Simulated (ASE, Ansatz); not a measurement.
# Rutile SnO2, size series (96 atoms): support functions against a reference, part 2 of 2

Aim: test how closely localised support functions follow the reference on rutile SnO2, size series (96 atoms), and at what cost. A setting counts as converged where the r.m.s. difference of forces stays under 1 % of the r.m.s. force.

Ansatz 0.2.0; Kohn-Sham DFT, PBE, PAW (set soft_2), plane waves.

The cell: 32 Sn and 64 O. Sampling is at Γ alone, for a cell whose shortest periodic width is 9 Å.

So far. Step 2 (Plane-wave single point): Mean Löwdin charges: O -0.81, Sn +1.76 e (they miss 0.51 % of the electrons, so they add up to more than the cell's charge). The largest share in the top eV of filled states is O p (99 % of the projected weight), and in the lowest eV of empty states Sn s (65 % of the projected weight).

## 3. Structure statistics (continued)

The surroundings of O66, picked at random, nearest first, numbered as they follow in the input and with coordinates relative to it.

```tsv
atom	x	y	z	distance (Å)	bonds	Löwdin charge (e)	Fx	Fy	Fz (eV/Å)
O66	0.00	0.00	0.00	0.00	3	-0.81	-0.169	0.169	0.000
Sn13	0.91	-0.91	-1.59	2.05	6	1.76	0.000	0.000	0.000
Sn19	0.91	-0.91	1.59	2.05	6	1.76	0.000	0.000	0.000
Sn62	-1.45	1.45	0.00	2.06	6	1.76	0.000	0.000	0.000
O41	1.83	-1.83	0.00	2.59	3	-0.81	0.169	-0.169	0.000
O64	-0.54	2.37	-1.59	2.91	3	-0.81	0.169	0.169	0.000
O70	-0.54	2.37	1.59	2.91	3	-0.81	0.169	0.169	0.000
O63	-2.37	0.54	-1.59	2.91	3	-0.81	-0.169	-0.169	0.000
O69	-2.37	0.54	1.59	2.91	3	-0.81	-0.169	-0.169	0.000
O15	2.37	0.54	-1.59	2.91	3	-0.81	-0.169	-0.169	0.000
O21	2.37	0.54	1.59	2.91	3	-0.81	-0.169	-0.169	0.000
O88	-0.54	-2.37	-1.59	2.91	3	-0.81	0.169	0.169	0.000
O94	-0.54	-2.37	1.59	2.91	3	-0.81	0.169	0.169	0.000
```

The column of bonds counts only the pairs O-Sn within 2.48 Å; other neighbours, such as metal atoms beside each other in a compound, aren't counted, and periodic images can show an atom twice.

## 4. Support functions medium

The cell is solved in localised support functions. Besides, the program derives a nominal cutoff of 464 eV for this run, against the reference's 420.

This step: Kohn-Sham DFT, PBE, PAW (set soft_2), localised support functions (medium) (Ansatz 0.2.0).

input.yaml reads:

```yaml
crystal:
  lattice:
    - [9.474, 0.0, 0.0]
    - [0.0, 9.474, 0.0]
    - [0.0, 0.0, 12.744]
  atoms:
    [... the 96 atom lines of step 2 ...]
kpoints:
  mp_grid: { grid: [1, 1, 1] }
hamiltonian:
  xc: pbe
scf:
  occupations: { method: fixed }
  eigensolver: { kind: { support_functions: { accuracy: medium } } }
  max_iter: 150
output:
  forces: true
  eigenvalues: true
```

Run with:

```
> ansatz run input.yaml --threads 8 --pin off --max-ram 15872MiB --backend cpu --events-out ev --progress --plain --runs-dir out
```

Numbers of over 12 decimals in the logs are rounded to 6 here.

What it wrote:

```text
Warning: scf.eigensolver.kind.support_functions: disabling space-group detection — the functions' gradient is summed over unrotated k-points, so no spatial operation reduces the k-mesh or symmetrises the density; time reversal is kept, so that k and −k are solved as one point where they differ and the mesh holds both, and exact exchange and, on two spinor components, a DFT+U term hold to it where the run has them: [...]
Warning: basis.ecutwfc = 464 eV, auto-derived: no grid that the accuracy of the support functions lays serves the files at the lower one that their records recommend; a deck with other species or settings can derive another value
settings of this run that can trade accuracy for cost: scf.eigensolver.kind.support_functions [...]
[...]
Crystal: 96 atoms, lattice volume = 1143.859 Å³
Basis set: ecut = 464 eV, 25929 PW (Γ), exchange–correlation on 144×144×180 points (8 copies of the dense FFT grid, shifted against one another)
Bands: 500, of which v1, the nominal top of the filled ones, is band 416 counted from 1 (415 counted from 0)
Symmetry: 1 space group operations
k-points: 1
[...]
SCF iter   1: F=—  HF=-228976.808995 eV  |F-HF|=—  |Δ(HF+E_count)|=         —  Δρ=1.13e-1  dr2=9.36e1  ethr=1.00e-1
[...]
SCF iter  10: F=—  HF=-229085.433880 eV  |F-HF|=—  |Δ(HF+E_count)|=   4.36e-3  Δρ=3.35e-5  dr2=7.76e-6  ethr=3.72e-9  κ⁻¹=4.0e-7(r=7)
SCF iter  11: F=-229085.437255 eV  HF=-229085.437255 eV  |F-HF|=1.27e-7  |Δ(HF+E_count)|=   3.37e-3  Δρ=7.50e-6  dr2=7.27e-7  ethr=9.33e-10
SCF 1 converged in 11 iterations: F = -229085.476239 eV  dr2 = 7.27e-7
[...]
SCF converged after 11 iterations
Stability not checked: this state was not tested for a lower state beside it, because the mixer in use, unlike msr1, does not test its closes by its own steps (another_mixer; see scf.mixing.algorithm and scf.lower_state_search)
Free energy (F): -229085.476239 eV
[...]
Internal energy: -229085.476239 eV  (E = F + TS)
E sigma→0 (E₀):  -229085.476239 eV
Fermi energy:    9.544900 eV
[...]
Σ components = -229085.476239   (vs F -229085.476239, Δ=0.00e0)
--- Forces (eV/Å), atoms counted from 1 ---
  atom   1  Sn    -0.00002910    -0.00002910     0.00056506
  atom   2  Sn    -0.00027164    -0.00027164    -0.00026354
  atom   3  O     -0.16812742    -0.16812742     0.00015467
  atom   4  O      0.16802843     0.16802843     0.00021619
[...]
atom  96  O     -0.16789610     0.16777011    -0.00020191
  max |Σ_I F_I| component: 4.66e-3 eV/Å
--- Band table (eV) ---
[...]
```

Wall time 65 s (8 threads of Arm Neoverse V1, shared host); peak memory 4 GiB; 8.3 min of CPU time.

The program notes that the band table was not solved further than the SCF left it and it switched symmetry off.

Keys that differ from the reference: support_functions.accuracy = "medium" and scf.max_iter = 150.

Forces differ from the reference by 0.59 meV/Å r.m.s., 0.52 % of their size, within a tolerance of 1 %; the energy by -6.9 meV/atom. It took 65 s and 11 cycles; the reference's time can't be set against it, since the two runs asked for unlike analyses.

## 5. What each setting buys

Differences are against the plane-wave reference (Kohn-Sham DFT, PBE, PAW (set soft_2), plane waves), whose r.m.s. force component is 0.112 eV/Å. Energies are set beside the reference only for runs with its functional, potentials and electron count. Times are for 8 threads of Arm Neoverse V1, shared host. The reference's time includes the DOS, the stress and grids, which some other runs skip.

```tsv
run	Δ force, r.m.s. (meV/Å)	share of r.m.s. force (%)	Δ energy (meV/atom)	Δ gap (eV)	cycles	time	host memory (GiB)
reference	-	-	-	-	7	15 s	1.8
support functions medium	0.588	0.523	-6.91	0.0017	11	65 s	4.0
```

## 6. Summary of results

```yaml
free_energy_per_atom: -2386.3001 eV/atom
density: 7.001 g/cm³
pressure: 10.96 GPa
r_m_s_force_component: 0.1124 eV/Å
spacing_of_highest_filled_and_lowest_empty_level: 1.279 eV
wall_time_of_the_2_dft_runs: 80 s
```

What this shows: Against plane waves at 420 eV, the forces differ by 0.59 meV/Å (0.52 %) with support functions medium. At 96 atoms the run with support functions medium takes roughly 4.2 times the time of plane waves (whose run also made extra analyses, so the like-for-like ratio is larger), in 11 SCF cycles against 7. In energy the support functions at preset levels lie below plane waves at 420 eV. Their grid holds more waves than that cutoff, so part of the difference is likely the reference's own basis error.

Filled and empty levels are parted by 1.28 eV at Γ alone; the mesh holds the band edges only if they fold onto it, so the gap at this level can be narrower or closed, while semilocal functionals tend to narrow gaps against experiment. Counting bonds as in the table, all O atoms have 3 and all Sn atoms have 6 bonded neighbours.

Caveats: The geometry was built by rule and isn't relaxed at this level: its force components are 0.11 eV/Å r.m.s. The pressure of 11 GPa means that a free cell would grow at this level.

[Logs are printed without paths, hosts, clocks, repeated set-up lines and the standing remarks that a program may print on its own settings, such as how far it seeks lower states.]

[Hosts, paths, dates, database ids (printed as entryN), source tags and the programs' standing remarks are cut or masked in the printed files.]
